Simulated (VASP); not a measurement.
# ZnAu: convergence, energy difference of two geometries

ZnAu, Pm-3m (no. 221), 2 atoms in the cell. AM05, energy difference of two geometries; PAW potentials Au, Zn (PBE set). VASP 6.6.1.

Wanted: energy difference within 0.5 meV/atom.

What the run is for: energy difference; Accuracy asked: standard; Second geometry: volume scaled by 0.96.

The series start from Plane-wave cutoff (eV): 360; Smearing width (eV): 0.1; k-point mesh: 12 × 12 × 12; Precision mode (PREC): Accurate; Electronic threshold (eV): 1e-6; Aspherical gradient terms in the spheres (LASPH): yes. Each series keeps the choices made before it, and each single choice may use up half of a tolerance. Times cover all steps of a run.

## Plane-wave cutoff (eV)

| Plane-wave cutoff (eV) | Energy difference (meV/atom) | Time (s) |
|---|---|---|
| 220 | 0.77 | 14 |
| 280 | 0.73 | 22 |
| 320 | 0.72 | 22 |
| 360 | 0.69 | 22 |
| 410 | 0.74 | 27 |
| 480 | 0.75 | 25 |
| 580 | 0.68 | 38 |
| 720 (reference) | 0.64 | 43 |

Chosen: 220, the loosest value from which every tighter one stays within half of the tolerance.

## Smearing width (eV)

| Smearing width (eV) | Energy difference (meV/atom) | Time (s) |
|---|---|---|
| 0.4 | 0.91 | 12 |
| 0.3 | 0.79 | 14 |
| 0.2 | 0.68 | 14 |
| 0.15 | 0.72 | 13 |
| 0.1 | 0.77 | 14 |
| 0.05 (reference) | 0.75 | 13 |

Chosen: 0.4.

## k-point mesh

| k-point mesh | Energy difference (meV/atom) | Time (s) |
|---|---|---|
| 4 × 4 × 4 | 4.63 | 8.7 |
| 5 × 5 × 5 | 10.05 | 8.7 |
| 6 × 6 × 6 | 0.81 | 9.5 |
| 8 × 8 × 8 | -0.95 | 11 |
| 10 × 10 × 10 | -2.57 | 13 |
| 12 × 12 × 12 | 0.91 | 12 |
| 14 × 14 × 14 | 1.22 | 17 |
| 16 × 16 × 16 | 1.17 | 21 |
| 20 × 20 × 20 (reference) | 0.79 | 30 |

Chosen: 20 × 20 × 20; the next looser run is off by more than half of the tolerance, so convergence isn't shown beyond this value.

## Precision mode (PREC)

| Precision mode (PREC) | Energy difference (meV/atom) | Time (s) |
|---|---|---|
| SingleN | 3.95 | 24 |
| Normal | 1.45 | 19 |
| Single | -0.56 | 29 |
| Accurate (reference) | 0.79 | 30 |

Chosen: Accurate; the one before it in the list is off by more than half of the tolerance.

## Electronic threshold (eV)

| Electronic threshold (eV) | Energy difference (meV/atom) | Time (s) |
|---|---|---|
| 0.001 | 0.79 | 20 |
| 0.0001 | 0.80 | 26 |
| 1e-5 | 0.79 | 27 |
| 1e-6 | 0.79 | 30 |
| 1e-7 | 0.79 | 32 |
| 1e-8 (reference) | 0.79 | 37 |

Chosen: 0.001.

## Aspherical gradient terms in the spheres (LASPH)

| Aspherical gradient terms in the spheres (LASPH) | Energy difference (meV/atom) | Time (s) |
|---|---|---|
| yes | 0.79 | 20 |
| no | 0.79 | 20 |

Chosen: yes; no other choice that stays within half of the tolerance saves 30 % of the time.

## All choices together

| Input | Energy difference (meV/atom) | Time (s) |
|---|---|---|
| the program's defaults (naive) | -1.11 | 2.3 |
| chosen settings | 0.79 | 20 |
| reference settings throughout | 0.36 | 177 |

The chosen settings stay within the tolerance of the reference run, but the reference itself isn't shown to be converged in: k-point mesh.

## The input

INCAR:
```
GGA = AM ; ISMEAR = 2
SIGMA = 0.4 ; LWAVE = F
LCHARG = F ; ISIF = 2
PREC = Accurate ; LASPH = T
LREAL = F ; ALGO = Normal
EDIFF = 0.001 ; NELM = 120
GGA_COMPAT = F ; ENCUT = 220
```

KPOINTS:
```
Automatic mesh
0
Gamma
  20 20 20
  0 0 0
```

POSCAR.step1:
```
ZnAu
1.0
    3.1470000000      0.0000000000      0.0000000000
    0.0000000000      3.1470000000      0.0000000000
    0.0000000000      0.0000000000      3.1470000000
Au Zn
1 1
Direct
    0.0000000000      0.0000000000      0.0000000000
    0.5000000000      0.5000000000      0.5000000000
```

POSCAR.step2:
```
ZnAu
1.0
    3.1044677592      0.0000000000      0.0000000000
    0.0000000000      3.1044677592      0.0000000000
    0.0000000000      0.0000000000      3.1044677592
Au Zn
1 1
Direct
    0.0000000000      0.0000000000      0.0000000000
    0.5000000000      0.5000000000      0.5000000000
```

Commands (each step's output is kept before the next begins):
```
cat potpaw_PBE.64/Au/POTCAR potpaw_PBE.64/Zn/POTCAR > POTCAR
cp POSCAR.step1 POSCAR
mpirun -np 1 vasp_std > vasp.out
cp POSCAR.step2 POSCAR
mpirun -np 1 vasp_std > vasp.out
```

The chosen input took VASP 6.6.1 20 s on 1 core (Intel Xeon 6975P-C (Granite Rapids)), a shared host.

## An input that fails: cutoff far too low

It runs to its end, but against the unchanged starting input it is off by 123.34 meV/atom in the energy difference.

Changes against the starting input:
```
(all steps)
- NELM = 120
- ENCUT = 360
+ NELM = 72
+ ENCUT = 100
```
